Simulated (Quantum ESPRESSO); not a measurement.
AgCl (Chlorargyrite):

```
Ag Cl
1.0
     0.00000    2.73500    2.73500
     2.73500    0.00000    2.73500
     2.73500    2.73500    0.00000
Ag Cl
1 1
Direct
  0.00000 0.00000 0.00000
  0.50000 0.50000 0.50000
```

Base run:

```yaml
Program: Quantum ESPRESSO 7.5
Functional: PBE
Potentials_or_basis: SSSP 1.3 efficiency PBE
Cutoff: 816 eV
Density_cutoff: 5987 eV
k_mesh: 8 × 8 × 8
Occupations: fermi-dirac, width 0.05 eV
Spin: no spin polarisation
Hubbard_terms: Ag d U = 1 eV
```

Its results: band gap on the k mesh 1.14 eV, indirect (least direct gap 3.42 eV); pressure 4.1 GPa.

Problem. After a change of settings the same cell gave: band gap on the k mesh 1.67 eV, indirect (least direct gap 3.46 eV); pressure 5.0 GPa. Which change was it?
A. hubbard terms from Ag d U = 1 eV to Ag d U = 5 eV
B. hubbard terms from Ag d U = 1 eV to none
C. hubbard terms from Ag d U = 1 eV to Ag d U = 2 eV

Solution. A.
